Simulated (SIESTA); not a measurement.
Pb:

```xyz
2
Lattice="3.4800 0.0000 0.0000 -1.7400 3.0138 0.0000 0.0000 0.0000 5.5900" Properties=species:S:1:pos:R:3 pbc="T T T"
Pb    1.7400    1.0046    4.1925
Pb    0.0000    2.0092    1.3975
```

This isn't the form of Pb at room conditions, which is fcc.

```yaml
Program: SIESTA 5.4.2
Task: single point
Functional: PBE
Potentials_or_basis: PseudoDojo 0.4 standard (PBE files)
Basis: DZP (energy shift 0.002 Ry)
Grid_cutoff: 500 Ry
Energy_shift: 0.002 Ry
k_mesh: 9 × 9 × 5
Occupations: fermi-dirac, width 0.05 eV
Spin: no spin polarisation
```

On this cell: pressure 4.7 GPa; largest force under 0.003 eV/Å; band gap on the k mesh none (metal or under the smearing width).

The same run follows on a disturbed copy (atoms moved at random, drawn with an rms of 0.05 Å):

```
Pb
1.0
     3.48000    0.00000    0.00000
    -1.74000    3.01377    0.00000
     0.00000    0.00000    5.59000
Pb
2
Cartesian
  1.7483 1.0604 4.1723
  -0.0038 2.0711 1.4324
```

**Question.** What changes?

**Answer.** The energy (extrapolated to zero smearing) moves by +1.4 meV/atom; pressure 4.8 GPa; largest force 0.108 eV/Å; band gap on the k mesh none (metal or under the smearing width).

Forces in eV/Å, atoms in the order of the input:
```
Pb  -0.003  0.001  0.108
Pb   0.003 -0.001 -0.108
```

Stress tensor (GPa, compression positive):
```
 3.42  0.01 -0.01
 0.01  3.43  0.00
-0.01  0.00  7.53
```

Caveats: semicore shells carry a single zeta, which can move pressures by several GPa and volumes by a few percent; the basis of atomic orbitals isn't converged, which shifts pressures, moduli and gaps.
